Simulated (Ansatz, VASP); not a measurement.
## Two plane-wave programs on SrO

```
Sr O
1.0
     0.00000    2.58330    2.58330
     2.58330    0.00000    2.58330
     2.58330    2.58330    0.00000
Sr O
1 1
Direct
  0.50000 0.50000 0.50000
  0.00000 0.00000 0.00000
```

Alike in both runs: task single point; functional PBE; k mesh 9 × 9 × 9; occupations fermi-dirac, width 0.05 eV; non-collinear spin, spin-orbit coupling.

```csv
,VASP,Ansatz
version,VASP 6.6.1,Ansatz 0.2.0
potentials or method,"VASP PAW PBE potentials, release 64 (Sr_sv, O)",Ansatz PAW
plane-wave cutoff (eV),520,420
valence electrons in the cell,16,16
```

Ansatz gave:

```
gap on the k mesh at the Fermi level (eV) : 3.36
least direct gap on the mesh (eV)         : 3.43
pressure (GPa)                            : 1.4
net moment per atom (μB)                  : 0.00
```

Question: Which values does VASP return?

Answer: gap on the k mesh at the Fermi level (eV): 3.31; least direct gap on the mesh (eV): 3.40; pressure (GPa): 2.0; net moment per atom (μB): 0.00.

Caveats: odd divisions of the mesh miss points on the zone boundary, where band edges often lie, so the gap on the mesh can be too wide (Ansatz); the pressure holds a Pulay correction of +0.4 GPa for the finite cutoff (Ansatz).
